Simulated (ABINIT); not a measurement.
The system is Fe.

```
Fe
1.0
    -1.44300    1.44300    1.44300
     1.44300   -1.44300    1.44300
     1.44300    1.44300   -1.44300
Fe
1
Direct
  0.00000 0.00000 0.00000
```

Base run:

| Property | Result |
| --- | --- |
| Program | ABINIT 10.8.3 (patched build) |
| Functional | PBE |
| Potentials or basis | JTH PAW PBE v2.0 |
| Cutoff | 463 eV |
| k mesh | 17 × 17 × 17 |
| Occupations | fermi-dirac, width 0.05 eV |
| Spin | collinear spin, ferromagnetic start |
| Starting moments | [3.0] μB |

Its results: band gap on the k mesh none (metal or under the smearing width); net moment 2.27 μB per cell; site moments Fe +2.33 μB.

Task: After a change of settings the same cell gave: band gap on the k mesh none (metal or under the smearing width); net moment 2.09 μB per cell; site moments Fe +2.14 μB. Which change was it?
A. k mesh from 17 × 17 × 17 to 5 × 5 × 5
B. cutoff from 463 eV to 707 eV; k mesh from 17 × 17 × 17 to 8 × 8 × 8; fine-grid cutoff from 925.187 eV to 1306.15 eV
C. functional from PBE to PBEsol; k mesh from 17 × 17 × 17 to 8 × 8 × 8
D. k mesh from 17 × 17 × 17 to 13 × 13 × 13

Result: A.

Caveats: some runs use coarse meshes.

Not every run made on this cell is shown here.
